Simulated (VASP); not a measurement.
A run of VASP 6.6.1:

The input INCAR:

```
SYSTEM = ZrSe2
ALGO     = Normal         ! electronic algorithm
DIPOL    = 0.5 0.5 0.500
EDIFF    = 1E-7           ! SCF threshold, eV
ENCUT    = 520            ! plane-wave cutoff, eV
GGA      = CA             ! functional
IDIPOL   = 3            
ISIF     = 2              ! what is computed and relaxed
ISMEAR   = 0              ! smearing method
LASPH    = .True.         ! aspherical terms in the spheres
LCHARG   = .False.        ! write CHGCAR
LDIPOL   = .True.       
LREAL    = .False.        ! projectors in reciprocal space
LVACPOTAV= .True.       
LVHAR    = .True.       
LWAVE    = .False.        ! write WAVECAR
NBANDS   = 19             ! bands
NELM     = 80             ! most SCF steps
PREC     = Accurate       ! precision mode
SIGMA    = 0.05           ! smearing width, eV
```

Contents of KPOINTS:

```
k-points
0
Gamma
  18 18 1
  0 0 0
```

File POSCAR:

```
ZrSe2                                   
1.0
    3.7111331750     -0.0000000000      0.0000000000
   -1.8555665875      3.2139356038     -0.0000000000
    0.0000000000      0.0000000000     22.0951502401
  Se              Zr            
     2     1
Direct
     0.6666666670000012    0.3333333329999988    0.4289027338589133
     0.3333333329999988    0.6666666670000012    0.5710972661410867
     0.0000000000000000    0.0000000000000000    0.5000000000000000
```

Potentials or basis: VASP PAW LDA potentials, release 64 (Se, Zr_sv).

Run with:

```bash
$ cat potpaw_LDA.64/Se/POTCAR potpaw_LDA.64/Zr_sv/POTCAR > POTCAR
$ mpirun -np 1 vasp_std > vasp.out
```

Hardware: 1 thread of Intel(R) Xeon(R) Platinum 8488C (Sapphire Rapids), on a shared host.

Estimate the wall time of this run.

Run time: 4.9 min on 1 thread of Intel(R) Xeon(R) Platinum 8488C (Sapphire Rapids), on a shared host, peak memory 0.4 GiB. Counts: scf iterations 24, k points 37.
